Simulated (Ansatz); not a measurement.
Crystal: TaN.

```
CELL_PARAMETERS angstrom
3.39912 0.00000 0.00000
0.00000 3.39912 0.00000
0.00000 0.00000 4.97696
ATOMIC_POSITIONS crystal
Ta 0.00000 0.00000 0.00000
Ta 0.50000 0.50000 0.00000
N 0.50000 0.00000 0.26700
N 0.00000 0.50000 0.73300
```

The cell was built by a generator and needn't be a form met in nature.

| Property | Result |
| --- | --- |
| Program | Ansatz 0.2.0 |
| Task | relaxation of cell and atoms |
| Functional | LDA |
| Potentials or basis | Ansatz PAW |
| Cutoff | 420 eV (not typed: the program's choice for these potentials) |
| k mesh | 8 × 8 × 6 |
| Occupations | fermi-dirac, width 0.05 eV |
| Spin | no spin polarisation |
| Hubbard terms | Ta d U = 8 eV |

At the start: volume 14.38 Å³/atom.

Q: Where does the relaxation end?

A: It ends after 20 steps and the volume is 14.58 Å³/atom (+1.4 %); space group P4/mmm (No. 123, to 0.05 Å).

Step by step:
```csv
step,energy change (eV),largest force (eV/Å),volume (Å³)
1,0.0000,3.2783,57.50
2,-2.5311,2.6170,62.05
3,-4.0228,1.1461,65.79
4,-4.4441,0.6186,65.99
5,-4.5762,0.4803,64.10
6,-4.8343,1.7611,61.29
7,-5.5990,1.8803,59.47
8,-6.4004,1.7201,57.41
9,-6.9475,1.2122,54.48
10,-7.2235,0.7673,54.30
11,-7.3424,0.3089,54.47
12,-7.4477,0.1215,59.04
13,-7.4792,0.0107,57.36
14,-7.4793,0.0026,57.37
15,-7.8168,0.0030,57.37
16,-7.8348,0.0125,58.25
17,-7.8351,0.0020,58.27
18,-7.8376,0.0018,58.27
19,-7.8375,0.0003,58.31
20,-7.8376,0.0002,58.31
```

Final structure:
```
CELL_PARAMETERS angstrom
4.19821 0.00000 0.00000
0.00000 4.19821 0.00000
0.00000 0.00000 3.30820
ATOMIC_POSITIONS crystal
Ta 0.00000 0.00000 0.00000
Ta 0.50000 0.50000 0.00000
N 0.50000 0.00000 0.00004
N 0.00000 0.50000 0.99996
```

Caveat: the electronic state changed during the relaxation; the plane-wave basis is chosen anew once the cell has moved, so the energies of steps on either side of that aren't comparable; the pressure holds a Pulay correction of +0.4 GPa for the finite cutoff; U without spin polarisation on a metal has little footing; the PAW data sets come from PBE, with cores solved anew for the run's functional, which leaves a small shift of forces and pressure.
